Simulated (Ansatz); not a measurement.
The system is BaTiO3 (Barioperovskite).

```
CELL_PARAMETERS angstrom
3.98550 0.00000 0.00000
0.00000 2.83690 2.84515
0.00000 -2.83690 2.84515
ATOMIC_POSITIONS crystal
Ba 0.00000 0.00000 0.00000
Ti 0.50000 0.51240 0.51240
O 0.50000 0.99184 0.50524
O 0.50000 0.50524 0.99184
O 0.00000 0.48740 0.48740
```

- Program: Ansatz 0.2.0
- Task: relaxation of cell and atoms
- Functional: r2SCAN
- Potentials or basis: Ansatz PAW
- Cutoff: 500 eV (not typed: the program's choice for these potentials)
- k mesh: 7 × 7 × 7
- Occupations: fermi-dirac, width 0.05 eV
- Spin: no spin polarisation

At the start: volume 12.87 Å³/atom.

Question: How do energy, volume and symmetry change on relaxing?

Answer: It ends after 10 steps and the volume is 13.02 Å³/atom (+1.2 %); space group Amm2 (No. 38, to 0.05 Å).

The path:
| step | energy change (eV) | largest force (eV/Å) | volume (Å³) |
| --- | --- | --- | --- |
| 1 | 0.0000 | 0.3136 | 64.34 |
| 2 | -0.0002 | 0.5706 | 64.13 |
| 3 | -0.0176 | 0.2823 | 64.05 |
| 4 | -0.0218 | 0.2612 | 64.13 |
| 5 | -0.0291 | 0.1831 | 64.42 |
| 6 | -0.0380 | 0.0835 | 64.70 |
| 7 | -0.0389 | 0.0157 | 65.20 |
| 8 | -0.0392 | 0.0163 | 65.18 |
| 9 | -0.0394 | 0.0028 | 65.11 |
| 10 | -0.0397 | 0.0033 | 65.11 |

Final structure:
```
Ba Ti O
1.0
     3.96329    0.00000    0.00000
     0.00000    2.85777    2.87431
     0.00000   -2.85777    2.87431
Ba Ti O
1 1 3
Direct
  0.00000 0.00843 0.00843
  0.50000 0.52392 0.52392
  0.50000 0.98012 0.49404
  0.50000 0.49404 0.98012
  0.00000 0.49038 0.49038
```

Caveat: the plane-wave basis is chosen anew once the cell has moved, so the energies of steps on either side of that aren't comparable; the PAW data sets come from PBE, with cores solved anew for the run's functional, which leaves a small shift of forces and pressure.
